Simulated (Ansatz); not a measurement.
Runs of Ansatz 0.2.0 on Ge. The typed cell holds 1 atom: a = 2.981 Å, b = 2.963 Å, c = 2.914 Å, α = 61.22°, β = 60.32°, γ = 60.50°. This isn't the form of Ge at room conditions, which is diamond.

| level | cutoff (eV) | gap on the mesh (eV) | pressure (GPa) |
| --- | --- | --- | --- |
| r2SCANh | 500 | none | 4.2 |
| r2SCAN0 | 500 | none | (a) |
| r2SCAN50 | 500 | none | 2.7 |
| HF | 420 | none | 14.6 |

Alike in all rows: task single point; potentials or basis Ansatz PAW; no spin polarisation; cell sheared at random, sigma 0.01, atoms nudged by 0.01 Å; k mesh 6 × 6 × 6; smearing fermi-dirac 0.05 eV; the mesh is coarse, so values aren't converged.

Fill in the values left out.

(a) 3.7.

Caveats: all runs use coarse meshes; the PAW data sets come from PBE, with cores solved anew for the run's functional, which leaves a small shift of forces and pressure; the thresholds are loose for stress.

A k mesh can miss the band edges, and the runs leave out spin-orbit coupling on Ge.

A gap of «none» marks a metal or a gap under the smearing width.
